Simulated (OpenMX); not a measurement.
Al in OpenMX: convergence with ElectronicTemperature

The system is Al.

```
Al
1.0
     0.00300    2.05532    2.10788
     2.01951    0.03274    2.07815
     1.99111    1.99719    0.06113
Al
1
Direct
  0.01320 0.95023 0.02061
```

The cell isn't the ideal one: cell strained at random at fixed volume.

| Item | Value |
| --- | --- |
| Program | OpenMX 3.8.5 |
| Task | convergence study |
| Functional | PBE |
| Potentials or basis | OpenMX 2013 PBE set, Al7.0-s2p1d1, grid cutoff 300 Ry |
| k mesh | 9 × 9 × 9 |
| Occupations | fermi-dirac, width 0.25852 eV |
| Spin | no spin polarisation |

These are the settings of the first run; the series varies ElectronicTemperature, with any setting tied to it.

Hardware: 1 thread of Arm Neoverse V2, on a shared host.

```csv
ElectronicTemperature,"energy less the tightest run, at zero smearing (meV/atom)",pressure (GPa),SCF cycles,CPU time (s),peak memory (GiB)
3000 K,-3.11,-0.21,12,12,0.22
2000 K,-0.94,-0.41,12,11,0.22
1200 K,-0.18,-0.54,12,11,0.22
800 K,-0.05,-0.60,12,11,0.22
500 K,0.00,-0.66,12,11,0.22
300 K,0.02,-0.70,13,12,0.22
150 K,0.01,-0.72,12,11,0.22
75 K,0.00,-0.73,13,11,0.22
```

Against the tightest run, the energy stays within 1 meV/atom from 2000 K on; the pressure stays within 0.1 GPa from 500 K on. The tightest run that finished is the yardstick and may itself not be fully converged.

Caveat, for the tightest run too: the basis of atomic orbitals isn't converged, which shifts pressures, moduli and gaps.
